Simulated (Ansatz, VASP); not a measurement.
# Cu3O in VASP and in Ansatz

```
Cu O
1.0
     3.54412    0.00000    0.00000
     0.00000    3.54412    0.00000
     0.00000    0.00000    3.54412
Cu O
3 1
Direct
  0.00000 0.50000 0.50000
  0.50000 0.00000 0.50000
  0.50000 0.50000 0.00000
  0.00000 0.00000 0.00000
```

Change from the starting cell: species swapped into the PrIn3 type (Pm-3m, No. 221).

Alike in both runs: functional PBE; k mesh 14 × 14 × 14; occupations gaussian, width 0.1 eV; no spin polarisation.

Ansatz relaxed the structure, and its values are those at the end. VASP's run is a single point on that final structure, the one shown.

```csv
,VASP,Ansatz
version,VASP 6.6.1,Ansatz 0.2.0
potentials or method,"VASP PAW PBE potentials, release 64 (Cu, O)","scalar-relativistic, plane waves, PAW"
plane-wave cutoff (eV),520,420
valence electrons in the cell,39,63
```

|  | VASP | Ansatz | Ansatz less VASP |
| --- | --- | --- | --- |
| gap on the k mesh at the Fermi level (eV) | none | none | - |
| pressure (GPa) | 0.2 | 0.0 | -0.19 |

A gap of «none» marks a metal or a gap that the smearing closes. The two sets of potentials don't hold the same shells in valence.

Caveats: an odd number of electrons without spin polarisation forces a metal; a magnetic or distorted state may lie lower; the run has no spin polarisation, though such a crystal can be magnetic; semilocal functionals often make such compounds metallic where correlation or magnetic order opens a gap, which also shifts bond lengths.
